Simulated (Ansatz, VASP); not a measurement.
# Hf in VASP and in Ansatz

```
CELL_PARAMETERS angstrom
-1.80500 1.80500 1.80500
1.80500 -1.80500 1.80500
1.80500 1.80500 -1.80500
ATOMIC_POSITIONS crystal
Hf 0.00000 0.00000 0.00000
```

This isn't the form of Hf at room conditions, which is hcp.

Alike in both runs: task single point; functional r2SCAN; k mesh 20 × 20 × 20; occupations gaussian, width 0.15 eV; no spin polarisation.

```csv
,VASP,Ansatz
version,VASP 6.6.1,Ansatz 0.2.0
potentials or method,"VASP PAW PBE potentials, release 64 (Hf_pv)","scalar-relativistic, plane waves, PAW"
plane-wave cutoff (eV),520,500
valence electrons in the cell,10,26
```

|  | VASP | Ansatz | Ansatz less VASP |
| --- | --- | --- | --- |
| gap on the k mesh at the Fermi level (eV) | none | none | - |
| pressure (GPa) | -5.9 | -5.4 | +0.45 |

A gap of «none» marks a metal or a gap that the smearing closes. The two sets of potentials don't hold the same shells in valence.

Caveats: the PAW data sets were made with another functional, which shifts forces and pressure a little (VASP). Spin-orbit coupling is left out, which matters for the levels of Hf.
